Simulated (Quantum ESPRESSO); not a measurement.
Ge under changes of volume

One of the cells (22.639 Å³/atom); the others are scaled copies at fixed shape and fractional positions:

```
Ge
1.0
     0.00000    2.82891    2.82891
     2.82891    0.00000    2.82891
     2.82891    2.82891    0.00000
Ge
2
Direct
  0.75000 0.75000 0.75000
  0.50000 0.50000 0.50000
```

* Program: Quantum ESPRESSO 7.5
* Functional: PW86PBE
* Potentials or basis: PseudoDojo 0.4.1 SR PBE standard
* Cutoff: 1061 eV
* Density cutoff: 4245 eV
* k mesh: 8 × 8 × 8
* Occupations: fermi-dirac, width 0.05 eV
* Spin: no spin polarisation

```csv
volume (Å³/atom),energy over the lowest point (meV/atom),pressure (GPa)
21.281,?,?
21.733,74.64,9.4
22.186,50.83,7.5
22.639,31.85,5.9
23.092,17.32,4.4
23.545,6.85,3.1
23.997,0.00,1.8
```

Question: What does the run at 21.281 Å³/atom give?

Answer: Energy over the lowest point 104.06 meV/atom; pressure 11.5 GPa.

Worked out: A Birch-Murnaghan fit of order 3 (a polynomial in V^(-2/3)) to the other rows has no minimum within the range. It gives 103.77 meV/atom at 21.281 Å³/atom, against the run's 104.06, and -dE/dV = 11.3 GPa, against 11.5.

Energies are extrapolated to zero smearing.

Caveats: the potentials were made for another functional, which shifts forces and pressure.
